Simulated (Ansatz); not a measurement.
## How high a cutoff does the level of V_O in Ga2O3 (C2/m) need?

Aim: the (+1/0) level of V_O in Ga2O3 (C2/m) as a function of the plane-wave cutoff, with the cost of each choice. The model is a cell of 120 host atoms with 1 O taken out; the atoms are relaxed once and then held.

Calculated with Ansatz 0.2.0; plane-wave PAW DFT; relaxations with PBEsol, then single points with PBEsol, on supercells at fixed charge in a uniform background.

This is a report of a sequence of runs, with most program output left out.

### 1. Starting point

The cell holds 119 atoms: 48 Ga and 71 O. Its edges and angles: a = 12.278 Å, b = 9.142 Å, c = 11.621 Å, α = 90.0°, β = 103.7°, γ = 90.0°. It derives from Ga2O3 (space group C2/m). Nearest the centre at fractional (0.665, 0.500, 0.555): Ga48 at 1.84 Å, Ga64 at 1.95 Å, Ga103 at 1.95 Å, O76 at 2.61 Å, O74 at 2.84 Å, O113 at 2.84 Å, O71 at 2.86 Å, O110 at 2.86 Å. The cell carries charge +1.

The host's dielectric constants go in as inputs: (4.10, 4.20, 4.21) for the electrons alone, principal values (10.87, 10.92, 13.83) with the ions, computed on the host (DFPT, PBEsol).

The cell's shortest repeat is 9.1 Å.

### 2. Relaxing both charge states, PBEsol

The study needs fixed structures, so each charge is relaxed once, at one point at (¼, ¼, ¼), from small random displacements that break the symmetry of the site.

Input file qp1_M1.relax/input.yaml:

```yaml
crystal:
  lattice:
    - [12.2779582, 0.0, 0.00786887]
    - [0.0, 3.0472982, 0.0]
    - [-1.38022688, 0.0, 5.64395761]
  atoms:
    - { symbol: Ga, position: [0.341276, 0.0, 0.68544] }
    - { symbol: Ga, position: [0.841276, 0.5, 0.68544] }
    - { symbol: Ga, position: [0.158724, 0.5, 0.31456] }
    - { symbol: Ga, position: [0.658724, 0.0, 0.31456] }
    - { symbol: Ga, position: [0.409492, 0.5, 0.204603] }
    - { symbol: Ga, position: [0.909492, 0.0, 0.204603] }
    - { symbol: Ga, position: [0.090508, 0.0, 0.795397] }
    - { symbol: Ga, position: [0.590508, 0.5, 0.795397] }
    - { symbol: O, position: [0.003788, 0.5, 0.744085] }
    - { symbol: O, position: [0.503788, 0.0, 0.744085] }
    - { symbol: O, position: [0.496212, 0.0, 0.255915] }
    - { symbol: O, position: [0.996212, 0.5, 0.255915] }
    - { symbol: O, position: [0.326787, 0.5, 0.437239] }
    - { symbol: O, position: [0.826787, 0.0, 0.437239] }
    - { symbol: O, position: [0.173213, 0.0, 0.562761] }
    - { symbol: O, position: [0.673213, 0.5, 0.562761] }
    - { symbol: O, position: [0.165274, 0.0, 0.109527] }
    - { symbol: O, position: [0.665274, 0.5, 0.109527] }
    - { symbol: O, position: [0.334726, 0.5, 0.890473] }
    - { symbol: O, position: [0.834726, 0.0, 0.890473] }
  supercell: [1, 3, 2]
  defects: [{ vacancy: 77 }]
total_charge: 1
basis:
  ecutwfc: 420
  xc_grid: 2
hamiltonian:
  xc: pbesol
  pseudopotentials: { kind: paw, azcp: { folder: soft_1 }, xc_functional: pbe }
kpoints:
  mp_grid: { grid: [1, 1, 1], shift: [0.25, 0.25, 0.25] }
magnetization:
  spin_polarized: true
  initial_magnetization: 1
  spin_locking: { lock_magnetization: hard }
scf:
  occupations: { method: fixed }
  max_iter: 100
output:
  forces: true
  charged_corrections:
    epsilon: [4.1, 4.2, 4.21]
    static_epsilon: [[11.09, 0.0, -0.77], [0.0, 10.92, 0.0], [-0.77, 0.0, 13.61]]
    defect_position: [0.665274, 0.5, 0.554763]
relax:
  f_tol: 0.015
  max_steps: 60
  random_displacement: { amplitude: 0.04, seed: 829 }
checkpoint:
  write: "../qp1_M1.relax.run"
  compress: false
  write_wavefunctions: true
  write_every: 100000
```

Launch:

```
> ansatz run input.yaml --threads 32 --pin off --max-ram 84787MiB --backend cuda --events-out ev --progress --plain --runs-dir out --max-vram 78GiB
```

Run time: 8.5 s. Hardware: 1 × NVIDIA GB200 with 32 threads of Arm Neoverse V2, shared host; peak memory 2.9 GiB; 31 s of CPU time.

Step by step:

```tsv
step	energy less that of the first step (eV)	largest force component (eV/Å)
1	0.0000	1.8471
2	-1.6226	0.9313
3	-2.1850	1.5822
4	-2.3529	0.1483
5	-2.3575	0.0303
6	-2.3577	0.0024
```

The atoms that moved most (Å, from the sites as typed, ahead of the random displacement, the mean shift of all atoms taken out):

```tsv
atom	dx	dy	dz	length
Ga103	-0.052	0.124	0.141	0.195
Ga64	-0.052	-0.123	0.141	0.195
O76	-0.023	0.000	-0.102	0.104
O74	-0.039	0.036	-0.051	0.073
O113	-0.039	-0.036	-0.051	0.073
O115	-0.004	0.028	0.049	0.057
O36	-0.004	-0.028	0.049	0.057
O110	0.032	-0.010	-0.042	0.054
```

The atoms nearest to the centre after the run:

```tsv
atom	distance (Å)
Ga48	1.820
Ga64	2.138
Ga103	2.140
O76	2.519
O74	2.772
O113	2.774
O71	2.818
O110	2.819
```

```tsv
charge	moment set (μB)	steps	largest displacement (Å)	time
0	0	6	0.34	6.4 s
+1	1	6	0.19	8.5 s
```

The relaxation ends 20 meV an atom lower than the displaced start, with a largest force component of 0.0024 eV/Å.

### 3. First setting: 250 eV

Total energies converge slowly with the cutoff, but a level is a difference between cells with the same atoms, so much of the error should cancel. The host is run again at each cutoff.

Input file qp1_M1.e250/input.yaml:

```yaml
crystal:
  checkpoint: "../qp1_M1.relax.run"
  host: checkpoint
total_charge: 1
basis:
  ecutwfc: 250
  xc_grid: 2
hamiltonian:
  xc: pbesol
  pseudopotentials: { kind: paw, azcp: { folder: soft_1 }, xc_functional: pbe }
kpoints:
  mp_grid: { grid: [1, 1, 1], shift: [0.25, 0.25, 0.25] }
magnetization:
  spin_polarized: true
  initial_magnetization: 1
  spin_locking: { lock_magnetization: hard }
scf:
  occupations: { method: fixed }
  max_iter: 100
output:
  forces: true
  charged_corrections:
    epsilon: [4.1, 4.2, 4.21]
    static_epsilon: [[11.09, 0.0, -0.77], [0.0, 10.92, 0.0], [-0.77, 0.0, 13.61]]
    defect_position: [0.665274, 0.5, 0.554763]
  eigenvalues: true
checkpoint:
  write: "../qp1_M1.e250.run"
  compress: false
  write_wavefunctions: false
  write_every: 100000
```

Run time: 1.9 s. Hardware: 1 × NVIDIA GB200 with 32 threads; peak memory 1.4 GiB; 5.1 s of CPU time.

Both charges and the host at this setting go to place-levels, which corrects for the image charge and aligns the potentials.

Input file levels.e250.yaml:

```yaml
host:
  run: host.e250.run
states: [q0.e250.run, qp1_M1.e250.run]
geometry_from:
  q0.e250.run: q0.relax.run
  qp1_M1.e250.run: qp1_M1.relax.run
  host.e250.run: host.relax.run
```

Launch:

```
> ansatz place-levels levels.e250.yaml -- --threads 32 --pin off --max-ram 84787MiB
```

It took 0.17 s on 32 threads.

At this setting the gap is 2.076 eV and (+1/0) lies 1.423 eV above the valence top.

### 4. The other settings

In the defect's inputs only the studied keys change. The next input; the others follow the same pattern (350 eV, 420 eV, 500 eV, 600 eV and 750 eV):

qp1_M1.e300/input.yaml, as its differences from qp1_M1.e250/input.yaml of step 3:

```diff
@@ -5,3 +5,3 @@
 basis:
-  ecutwfc: 250
+  ecutwfc: 300
   xc_grid: 2
@@ -27,3 +27,3 @@
 checkpoint:
-  write: "../qp1_M1.e250.run"
+  write: "../qp1_M1.e300.run"
   compress: false
```

### 5. Result against cost

Times of the states on 1 × NVIDIA GB200 with 32 threads of Arm Neoverse V2, shared host; the host is run again at each setting:

```tsv
plane-wave cutoff	gap (eV)	(+1/0) above the valence top (eV)	under the conduction bottom (eV)	level less that at 750 eV (meV)	time, both charge states	time, host and placing	peak memory of a state (GiB)
250 eV	2.076	1.423	0.653	-51	3.7 s	14 s	1.4
300 eV	2.173	1.480	0.693	6	4.5 s	10 s	1.4
350 eV	2.216	1.473	0.743	-1	5.1 s	8.8 s	1.5
420 eV	2.223	1.473	0.750	-1	5.7 s	40 s	1.6
500 eV	2.224	1.474	0.751	0	4.8 s	7.5 s	1.5
600 eV	2.224	1.474	0.750	0	5.4 s	8.4 s	1.7
750 eV	2.224	1.474	0.750	0	7 s	16 s	2.0
```

### 6. Outcome

```json
{
 "(plus 1/0) level, 250 eV": "1.42 eV",
 "(plus 1/0) level, 300 eV": "1.48 eV",
 "(plus 1/0) level, 350 eV": "1.47 eV",
 "(plus 1/0) level, 420 eV": "1.47 eV",
 "(plus 1/0) level, 500 eV": "1.47 eV",
 "(plus 1/0) level, 600 eV": "1.47 eV",
 "(plus 1/0) level, 750 eV": "1.47 eV"
}
```

**Reading.** Over the settings in the table the level spans 0.057 eV; from 350 eV on, both the level and its depth under the conduction bottom lie within 0.02 eV of the reference (750 eV, 1.47 eV). The gap is off most at 250 eV, which moves it by 0.15 eV, and the level's depth under the conduction bottom by 0.10 eV. The largest miss of the level above the valence top is 51 meV, with 250 eV. The total energy of the charged cell falls by 145.3 eV over the same range, so nearly all of the basis error cancels in the level. Cell and atoms were held and forces were not judged; the files' recommended cutoff is 420 eV. Only the charges 0 and +1 were run, each from one start, so (+1/0) need not be a change between stable states. The host ran in cells of different size at different settings, so its times don't compare. Limits: one k-point off the zone centre stands for the whole zone; PBEsol makes the gap too small and tends to spread out bound carriers.

[Logs are printed without paths, hosts, clocks, repeated set-up lines and the standing remarks that a program may print on its own settings, such as how far it seeks lower states.]

[Hosts, paths, dates, database ids (printed as entryN), source tags and the programs' standing remarks are cut or masked in the printed files.]

[Where a table of states has a column of steps, it counts the stored structures, which are thinned; the runs took as many ionic steps or more.]

[For some hosts the program warned that the k-mesh of the response run may be too coarse for force constants and the static dielectric constant; such warnings are not shown here.]
